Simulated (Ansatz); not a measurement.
Cr (Im-3m)

Computed with Ansatz, DFT PBE, scalar-relativistic, plane waves, PAW.

Cutoff 420 eV; k points 20×20×20 on the computed 1-atom cell (Γ-centred); Gaussian smearing, width 0.10 eV; no spin polarisation.

The structure is relaxed at this level of theory with its symmetry kept.

```
Cr
1.0
    -1.42392    1.42392    1.42392
     1.42392   -1.42392    1.42392
     1.42392    1.42392   -1.42392
Cr
1
Direct
  0.00000 0.00000 0.00000
```

- Space group: Im-3m (No. 229)
- Volume per atom: 77.9 bohr³
- Formation energy from the elements' standard states (uncorrected): +0.012 eV/atom
- Kohn–Sham band gap: none (metal)
- Density of states at the Fermi level: 0.67 states/eV per cell
- Löwdin character within 0.5 eV of the Fermi level: Cr 3d 93 %
- Bulk modulus: 258 GPa
- Its pressure derivative: 4.3
- Bader charges (e): Cr (1 in the cell) 0.00

A ferromagnetic start lost its moments in a first run, so spin was left out; other magnetic orders weren't tried.